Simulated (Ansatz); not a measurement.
# AlN (F-43m) in Ansatz: further runs, part 2 of 2

Ansatz 0.2.0. The steps go on from the part before.

**3. Phonons, PBE**

File input.yaml:

```yaml
crystal:
  lattice:
    - [0.0, 2.1839935596, 2.1839935596]
    - [2.1839935596, 0.0, 2.1839935596]
    - [2.1839935596, 2.1839935596, 0.0]
  atoms:
    - { symbol: Al, position: [0.0, 0.0, 0.0] }
    - { symbol: "N", position: [0.25, 0.25, 0.25] }
hamiltonian:
  xc: pbe
  pseudopotentials: { kind: paw }
kpoints:
  mp_grid: { grid: [10, 10, 10] }
scf:
  occupations: { method: fixed }
phonons:
  method: dfpt
  dielectric: true
  rigid_motions: translations
  qmesh: [2, 2, 2]
  temperatures: { t_max: 1000, t_step: 100 }
  qpath:
    path:
      - [[0.0, 0.0, 0.0], [0.5, 0.0, 0.5], [0.5, 0.25, 0.75], [0.375, 0.375, 0.75], [0.0, 0.0, 0.0], [0.5, 0.5, 0.5], [0.625, 0.25, 0.625], [0.5, 0.25, 0.75], [0.5, 0.5, 0.5], [0.375, 0.375, 0.75]]
      - [[0.625, 0.25, 0.625], [0.5, 0.0, 0.5]]
    npoints: 8
```

Potentials or basis: Ansatz PAW.

Run with:

```bash
$ ansatz run input.yaml --threads 2 --pin off --max-ram 5120MiB --backend cpu --events-out ev --progress --plain --runs-dir out
```

The log of the run:

```text
Warning: phonons: the dynamical matrix that this run interpolates holds no multipole term above the dipole-dipole one, and a site of this crystal is no centre of inversion, so its interpolated transverse optical and acoustic branches and sound speeds can stay off near Gamma, and the density of states and the thermodynamics with them. What a run solves at a wave vector of phonons.qpoints, Gamma apart, where the deck admits one, is free of this, and under fd what a larger phonons.supercell samples
Warning: RAYON_NUM_THREADS=2 ignored (pool sized by the plan → 2); use --threads N
Engine: ansatz 0.2.0, x86_64-unknown-linux-gnu
Pseudopotentials: kind: paw
Pseudopotential: Al, paw, valence charge 3, recommended cutoff 420 eV (normal), Al.paw.azcp
Pseudopotential: N, paw, valence charge 5, recommended cutoff 420 eV (normal), N.paw.azcp
Functional definition: PBE
  parameter kappa = 0.804
  parameter beta = 0.06672455060314922
  exchange = pbe_x(kappa = kappa, mu = beta*pi^2/3)
  correlation = pbe_c(beta = beta)
Crystal: 2 atoms, lattice volume = 20.835 Å³
Basis set: ecut = 420 eV, 411 PW (Γ), exchange–correlation on 48×48×48 points (8 copies of the dense FFT grid, shifted against one another)
Bands: 8, of which v1, the nominal top of the filled ones, is band 4 counted from 1 (3 counted from 0)
Symmetry: 24 space group operations
k-points: 171 of 1000 (irreducible under 4 space group operations, time reversal used)
Non-local potential: Al, projectors of the file, l = 0: 2, l = 1: 2, l = 2: 1
Non-local potential: N, projectors of the file, l = 0: 2, l = 1: 2, l = 2: 1
PAW form: soft (Blöchl's): semilocal exchange-correlation on the pseudo side does not see the compensation charge
PAW one-centre angular grid: Al, 110 points (default); XC on 64 Gauss nodes
PAW one-centre angular grid: N, 110 points (default); XC on 64 Gauss nodes
Initial density: superposition of atomic densities (neutral atoms: chi_scale 0, normalization atom), corrected by the library's trained network
Initial wavefunctions: pseudopotential atomic-orbital guess
Functional: x = pbe(κ = 0.804, μ = 0.2195149727645171), c = pbe(β = 0.06672455060314922)
SCF iter   1: F=—  HF=-924.203348 eV  |F-HF|=—  |Δ(HF+E_count)|=         —  Δρ=7.08e-4  dr2=3.15e-5  ethr=1.77e-3  ⟨swp⟩=4.7  Hψ=9031  notcnv=0  defer=51
preconditioner: auto → none  [insulator: Δε(μ)=3.327 eV  Ē_g=15.405 eV  n_scr=0 (ndim 8)  ℏωp=23.0 eV  f_vac=0.000  ε∞_Penn≈3.2]
SCF iter   2: F=—  HF=-924.203444 eV  |F-HF|=—  |Δ(HF+E_count)|=   9.66e-5  Δρ=3.41e-4  dr2=7.19e-6  ethr=3.94e-7  ⟨swp⟩=2.0  Hψ=3761  notcnv=0  defer=340
SCF iter   3: F=—  HF=-924.203481 eV  |F-HF|=—  |Δ(HF+E_count)|=   3.68e-5  Δρ=1.51e-4  dr2=3.50e-6  ethr=8.99e-8  ⟨swp⟩=2.0  Hψ=2052  notcnv=0  defer=51
SCF iter   4: F=—  HF=-924.203481 eV  |F-HF|=—  |Δ(HF+E_count)|=   8.86e-8  Δρ=1.62e-5  dr2=1.57e-8  ethr=4.37e-8  ⟨swp⟩=2.5  Hψ=1945  notcnv=0
SCF iter   5: F=—  HF=-924.203481 eV  |F-HF|=—  |Δ(HF+E_count)|=   4.02e-7  Δρ=3.71e-6  dr2=8.21e-10  ethr=1.96e-10  ⟨swp⟩=2.1  Hψ=1953  notcnv=0
SCF iter   6: F=-924.203481 eV  HF=-924.203481 eV  |F-HF|=3.41e-12  |Δ(HF+E_count)|=   2.11e-9  Δρ=2.07e-7  dr2=3.94e-12  ethr=1.25e-12  ⟨swp⟩=5.9  Hψ=5526  notcnv=0
SCF 1 converged in 6 iterations: F = -924.203481 eV  dr2 = 3.94e-12
NSCF: frozen V_eff on 2 k-points
[... 57 lines left out ...]
       -0.000000     0.000000     8.425664
  ε⁰ − ε∞ (ionic part):
        3.847134    -0.000000    -0.000000
       -0.000000     3.847134     0.000000
       -0.000000     0.000000     3.847134
  softest optical mode at Γ: 657.03 cm⁻¹; the repairs (sum rule, projections) moved no ω² at Γ by more than (1.14 cm⁻¹)²
  Born effective charges Z* (e; rows j = field, columns β = displacement):
    site 0:
         2.54631   -0.00000   -0.00000
         0.00000    2.54631    0.00000
         0.00000    0.00000    2.54631
    site 1:
        -2.54631    0.00000    0.00000
        -0.00000   -2.54631   -0.00000
        -0.00000   -0.00000   -2.54631
  Z* charge neutrality: 9.470e-4 e pre-enforcement
  solved inside a basis spanned on kpoints, on 10×10×10 k-points, its susceptibility summed on 14×14×14: ε∞ is read to err by 1.2e-2, Z* by 9.0e-3 e (field_mesh: kpoints solves on kpoints); Z* is corrected for what the basis lacks
  optical modes at Γ without the LO–TO term, one row a degenerate level:
      ω (cm⁻¹)  modes    IR ((D/Å)²/amu)
        657.03      3            48.6694
  optical modes at Γ + LO–TO along q̂ = [1.0000, 0.0000, 0.0000]:
      ω (cm⁻¹)  modes    IR ((D/Å)²/amu)
        657.03      2            32.4463
        891.30      1            16.2231
  optical modes at Γ + LO–TO along q̂ = [0.0000, 1.0000, 0.0000]:
      ω (cm⁻¹)  modes    IR ((D/Å)²/amu)
        657.03      2            32.4463
        891.30      1            16.2231
  optical modes at Γ + LO–TO along q̂ = [0.0000, 0.0000, 1.0000]:
      ω (cm⁻¹)  modes    IR ((D/Å)²/amu)
        657.03      2            32.4463
        891.30      1            16.2231
--- Phonons (arbitrary-q DFPT): 3 irreducible q on the 2×2×2 mesh ---
  q = [0.0000, 0.0000, 0.0000] (star 1, of the zone-centre solve; hermiticity 7.96e-8, symmetrization 2.06e-15): -0.00 0.00 0.00 657.03 657.03 657.03
  q = [0.0000, 0.0000, -0.5000] (star 4, 2 solved perturbations on 282 of 1000 k-point pairs; hermiticity 3.82e-8, symmetrization 7.50e-15): 223.87 223.87 576.99 648.94 648.94 727.80
  q = [0.0000, -0.5000, -0.5000] (star 3, 4 solved perturbations in 546 linear systems a pass and spin channel, the states on 171 of 1000 k-point pairs; hermiticity 3.52e-9, symmetrization 1.94e-14): 332.57 332.57 586.44 663.95 663.95 713.83
  sum rule: each row above includes the acoustic sum rule's correction from the zone centre's row sums; it moved no ω² by more than (1.11 cm⁻¹)²
  mesh force constants: q→R imaginary residual 9.92e-18; ASR residual 6.387e-5 → 0.000e0 eV/Å²; symmetrization residual 1.421e-14 eV/Å²
  interpolated dispersion: 83 rows × 6 modes
  density of states and harmonic sums: on the 24×24×24 q-mesh, interpolated from the force constants of a 2×2×2 supercell (with the dipole–dipole term)
  largest difference from the sums on the solved wave vectors: F 3.10e-2 eV, S 6.40e-5 and C_V 3.17e-5 eV/K
  zero-point energy: 0.193157 eV/cell   skipped modes (ω ≤ 0): 3   left out of the sums: 3.62e-5 of the cell's modes: C_V's classical limit lies that fraction below 3 k_B per atom; for a crystal, a wire or a layer, F and S can be off by more, and a phonons.interpolated_qmesh denser along its periods is the remedy for the sampling
```

phbands.tsv:

```text
# q_distance	omega_0_inv_cm	omega_1_inv_cm	omega_2_inv_cm	omega_3_inv_cm	omega_4_inv_cm	omega_5_inv_cm	omega_0_thz	omega_1_thz	omega_2_thz	omega_3_thz	omega_4_thz	omega_5_thz
# format = ansatz-phbands/1
[... 85 lines left out ...]
9.170203	332.153044	334.713672	585.281150	663.850427	664.263437	713.413079	9.957698	10.034463	17.546287	19.901735	19.914117	21.387586
9.233774	332.568199	332.568199	586.436768	663.945902	663.945902	713.825718	9.970144	9.970144	17.580932	19.904597	19.904597	21.399957
```

It took 83 s on 2 threads of Intel Xeon at 2.50GHz (Skylake/Cascade Lake), shared host; peak memory 0.51 GiB.

What came out:

| Property | Result |
| --- | --- |
| Free energy | -924.2035 eV |
| Band gap on the k mesh | 3.33 eV, indirect (least direct gap 4.19 eV) |
| Electronic dielectric tensor (diagonal) | 4.58 |
| Born charges (mean of the diagonal) | Al +2.55; N -2.55 e |
| Highest phonon frequency, LO-TO splitting left out | 728 cm⁻¹ |
| Static dielectric tensor (diagonal) | 8.43 |

Phonon frequencies in cm⁻¹ (negative: imaginary):
```csv
q point,frequencies
"(0.000, 0.000, 0.000)",0 0 0 657 657 657
"(0.000, 0.000, -0.500)",224 224 577 649 649 728
"(0.000, -0.500, -0.500)",333 333 586 664 664 714
```

Electronic dielectric tensor:
```
4.58 0.00 0.00
0.00 4.58 0.00
0.00 0.00 4.58
```

Born effective charge tensors (e):
atom 1, Al
```
2.55 0.00 0.00
0.00 2.55 0.00
0.00 0.00 2.55
```
atom 2, N
```
-2.55  0.00  0.00
 0.00 -2.55  0.00
 0.00  0.00 -2.55
```

Static dielectric tensor, electrons and zone-centre modes:
```
8.43 0.00 0.00
0.00 8.43 0.00
0.00 0.00 8.43
```

Caveat: the q mesh is small, so phonon branches between its points and thermal values are rough. A k mesh can miss the band edges.

**4. Single point, PBEsol+D4, 9.79 Å³/atom (volume scaled by 0.94)**

File input.yaml:

```yaml
crystal:
  lattice:
    - [0.0, 2.1394097525, 2.1394097525]
    - [2.1394097525, 0.0, 2.1394097525]
    - [2.1394097525, 2.1394097525, 0.0]
  atoms:
    - { symbol: Al, position: [0.0, 0.0, 0.0] }
    - { symbol: "N", position: [0.25, 0.25, 0.25] }
hamiltonian:
  xc: pbesol
  pseudopotentials: { kind: paw }
  dispersion: d4
kpoints:
  mp_grid: { grid: [10, 10, 10] }
scf:
  occupations: { method: fermi_dirac, width: 0.05 }
output:
  forces: true
  stress: true
  eigenvalues: true
```

Run with:

```bash
$ ansatz run input.yaml --threads 2 --pin off --max-ram 5120MiB --backend cpu --events-out ev --progress --plain --runs-dir out
```

Run time: 4.5 s. Hardware: 2 threads of Intel Xeon at 2.50GHz (Skylake/Cascade Lake), shared host; peak memory 0.28 GiB.

The run converged. Its results:

```
Free energy            : -906.2199 eV
Pressure               : 12.7 GPa
Band gap on the k mesh : 3.22 eV, indirect (least direct gap 4.67 eV)
```

Caveat: the pressure holds a Pulay correction of +0.5 GPa for the finite cutoff; the PAW data sets come from PBE, with cores solved anew for the run's functional, which leaves a small shift of forces and pressure.

**5. Single point, PBEsol+D4, 10.00 Å³/atom (volume scaled by 0.96)**

Edit input.yaml of step 4 so:

```diff
@@ -2,5 +2,5 @@
   lattice:
-    - [0.0, 2.1394097525, 2.1394097525]
-    - [2.1394097525, 0.0, 2.1394097525]
-    - [2.1394097525, 2.1394097525, 0.0]
+    - [0.0, 2.1544765148, 2.1544765148]
+    - [2.1544765148, 0.0, 2.1544765148]
+    - [2.1544765148, 2.1544765148, 0.0]
   atoms:
```

Run with:

```bash
$ ansatz run input.yaml --threads 2 --pin off --max-ram 5120MiB --backend cpu --events-out ev --progress --plain --runs-dir out
```

Run time: 4.2 s. Hardware: 2 threads of Intel Xeon at 2.50GHz (Skylake/Cascade Lake), shared host; peak memory 0.28 GiB.

The run converged. Its results:

```yaml
Free_energy: -906.2460 eV
Pressure: 7.6 GPa
Band_gap_on_the_k_mesh: 3.21 eV, indirect (least direct gap 4.48 eV)
```

Caveat: the pressure holds a Pulay correction of +0.5 GPa for the finite cutoff; the PAW data sets come from PBE, with cores solved anew for the run's functional, which leaves a small shift of forces and pressure.

**6. Single point, PBEsol+D4, 10.21 Å³/atom (volume scaled by 0.98)**

Edit input.yaml of step 5 so:

```diff
@@ -2,5 +2,5 @@
   lattice:
-    - [0.0, 2.1544765148, 2.1544765148]
-    - [2.1544765148, 0.0, 2.1544765148]
-    - [2.1544765148, 2.1544765148, 0.0]
+    - [0.0, 2.169335443, 2.169335443]
+    - [2.169335443, 0.0, 2.169335443]
+    - [2.169335443, 2.169335443, 0.0]
   atoms:
```

Potentials or basis: Ansatz PAW.

Run with:

```bash
$ ansatz run input.yaml --threads 2 --pin off --max-ram 5120MiB --backend cpu --events-out ev --progress --plain --runs-dir out
```

Run time: 4.3 s. Hardware: 2 threads of Intel Xeon at 2.50GHz (Skylake/Cascade Lake), shared host; peak memory 0.29 GiB.

The run converged. Its results:

```yaml
Free_energy: -906.2596 eV
Pressure: 2.9 GPa
Band_gap_on_the_k_mesh: 3.21 eV, indirect (least direct gap 4.30 eV)
```

Caveat: the pressure holds a Pulay correction of +0.5 GPa for the finite cutoff; the PAW data sets come from PBE, with cores solved anew for the run's functional, which leaves a small shift of forces and pressure.

**7. Single point, PBEsol+D4, 10.42 Å³/atom**

Edit input.yaml of step 6 so:

```diff
@@ -2,5 +2,5 @@
   lattice:
-    - [0.0, 2.169335443, 2.169335443]
-    - [2.169335443, 0.0, 2.169335443]
-    - [2.169335443, 2.169335443, 0.0]
+    - [0.0, 2.1839935596, 2.1839935596]
+    - [2.1839935596, 0.0, 2.1839935596]
+    - [2.1839935596, 2.1839935596, 0.0]
   atoms:
```

Run with:

```bash
$ ansatz run input.yaml --threads 2 --pin off --max-ram 5120MiB --backend cpu --events-out ev --progress --plain --runs-dir out
```

Wall time 3.7 s (2 threads of Intel Xeon at 2.50GHz (Skylake/Cascade Lake), shared host); peak memory 0.29 GiB.

It converged, with:

```
Free energy            : -906.2617 eV
Pressure               : -1.3 GPa
Band gap on the k mesh : 3.20 eV, indirect (least direct gap 4.12 eV)
```

Caveat: the pressure holds a Pulay correction of +0.5 GPa for the finite cutoff; the PAW data sets come from PBE, with cores solved anew for the run's functional, which leaves a small shift of forces and pressure.

**8. Single point, PBEsol+D4, 10.63 Å³/atom (volume scaled by 1.02)**

Edit input.yaml of step 7 so:

```diff
@@ -2,5 +2,5 @@
   lattice:
-    - [0.0, 2.1839935596, 2.1839935596]
-    - [2.1839935596, 0.0, 2.1839935596]
-    - [2.1839935596, 2.1839935596, 0.0]
+    - [0.0, 2.1984575146, 2.1984575146]
+    - [2.1984575146, 0.0, 2.1984575146]
+    - [2.1984575146, 2.1984575146, 0.0]
   atoms:
```

Run with:

```bash
$ ansatz run input.yaml --threads 2 --pin off --max-ram 5120MiB --backend cpu --events-out ev --progress --plain --runs-dir out
```

Run time: 3.7 s. Hardware: 2 threads of Intel Xeon at 2.50GHz (Skylake/Cascade Lake), shared host; peak memory 0.29 GiB.

The run converged. Its results:

```
Free energy            : -906.2533 eV
Pressure               : -5.1 GPa
Band gap on the k mesh : 3.19 eV, indirect (least direct gap 3.94 eV)
```

Caveat: the pressure holds a Pulay correction of +0.5 GPa for the finite cutoff; the PAW data sets come from PBE, with cores solved anew for the run's functional, which leaves a small shift of forces and pressure.

**9. Single point, PBEsol+D4, 10.83 Å³/atom (volume scaled by 1.04)**

Edit input.yaml of step 8 so:

```diff
@@ -2,5 +2,5 @@
   lattice:
-    - [0.0, 2.1984575146, 2.1984575146]
-    - [2.1984575146, 0.0, 2.1984575146]
-    - [2.1984575146, 2.1984575146, 0.0]
+    - [0.0, 2.2127336128, 2.2127336128]
+    - [2.2127336128, 0.0, 2.2127336128]
+    - [2.2127336128, 2.2127336128, 0.0]
   atoms:
@@ -20 +20,5 @@
   eigenvalues: true
+  write_density: true
+  write_potential: true
+  elf: true
+  volumetric_format: npy
```

Potentials or basis: Ansatz PAW.

Run with:

```bash
$ ansatz run input.yaml --threads 2 --pin off --max-ram 5120MiB --backend cpu --events-out ev --progress --plain --runs-dir out
```

Wall time 5.7 s (2 threads of Intel Xeon at 2.50GHz (Skylake/Cascade Lake), shared host); peak memory 0.29 GiB.

Results (log left out):

| Item | Value |
| --- | --- |
| Free energy | -906.2356 eV |
| Pressure | -8.5 GPa |
| Band gap on the k mesh | 3.18 eV, indirect (least direct gap 3.78 eV) |

Caveat: the pressure holds a Pulay correction of +0.5 GPa for the finite cutoff; the PAW data sets come from PBE, with cores solved anew for the run's functional, which leaves a small shift of forces and pressure.

**10. Single point, PBEsol+D4, 11.04 Å³/atom (volume scaled by 1.06)**

File input.yaml:

```yaml
crystal:
  lattice:
    - [0.0, 2.2268278375, 2.2268278375]
    - [2.2268278375, 0.0, 2.2268278375]
    - [2.2268278375, 2.2268278375, 0.0]
  atoms:
    - { symbol: Al, position: [0.0, 0.0, 0.0] }
    - { symbol: "N", position: [0.25, 0.25, 0.25] }
hamiltonian:
  xc: pbesol
  pseudopotentials: { kind: paw }
  dispersion: d4
kpoints:
  mp_grid: { grid: [10, 10, 10] }
scf:
  occupations: { method: fermi_dirac, width: 0.05 }
output:
  forces: true
  stress: true
  eigenvalues: true
```

Run with:

```bash
$ ansatz run input.yaml --threads 2 --pin off --max-ram 5120MiB --backend cpu --events-out ev --progress --plain --runs-dir out
```

It took 4.1 s on 2 threads of Intel Xeon at 2.50GHz (Skylake/Cascade Lake), shared host; peak memory 0.29 GiB.

Results (log left out):

```
Free energy            : -906.2091 eV
Pressure               : -11.7 GPa
Band gap on the k mesh : 3.16 eV, indirect (least direct gap 3.62 eV)
```

Caveat: the pressure holds a Pulay correction of +0.5 GPa for the finite cutoff; the PAW data sets come from PBE, with cores solved anew for the run's functional, which leaves a small shift of forces and pressure.

**11. Equation of state, PBEsol+D4**

No new run: the results of the series are fitted here.

What came out:

* Equilibrium volume: 10.35 Å³/atom
* Bulk modulus: 205 GPa
* Pressure derivative of the bulk modulus: 3.8

Energy against volume, from the lowest point:
| volume (Å³/atom) | energy (meV/atom) |
| --- | --- |
| 9.792 | 20.90 |
| 10.001 | 7.82 |
| 10.209 | 1.00 |
| 10.417 | 0.00 |
| 10.626 | 4.16 |
| 10.834 | 13.05 |
| 11.042 | 26.26 |

**12. Overview**

| task | level | k mesh | smearing | atoms under strain | q mesh | points for each segment of the path | gap on the mesh (eV) |
| --- | --- | --- | --- | --- | --- | --- | --- |
| elastic constants | LDA | 9 × 9 × 9 | fixed | relaxed | - | - | 3.43 |
| phonons | PBE | 10 × 10 × 10 | fixed | - | 2 × 2 × 2 | 8 | 3.33 |
| equation of state | PBEsol+D4 | 10 × 10 × 10 | fermi-dirac 0.05 eV | - | - | - | - |

Alike in all rows: potentials or basis Ansatz PAW; no spin polarisation; cell as given; cutoff (eV) 420.

Caveats: the cell is more than 3 GPa from zero pressure, which shifts response properties (some runs); odd divisions of the mesh miss points on the zone boundary, where band edges often lie, so the gap on the mesh can be too wide (some runs); the PAW data sets come from PBE, with cores solved anew for the run's functional, which leaves a small shift of forces and pressure (some runs).

Total energies depend on the potentials used, so only differences within one code and one set of settings carry meaning.
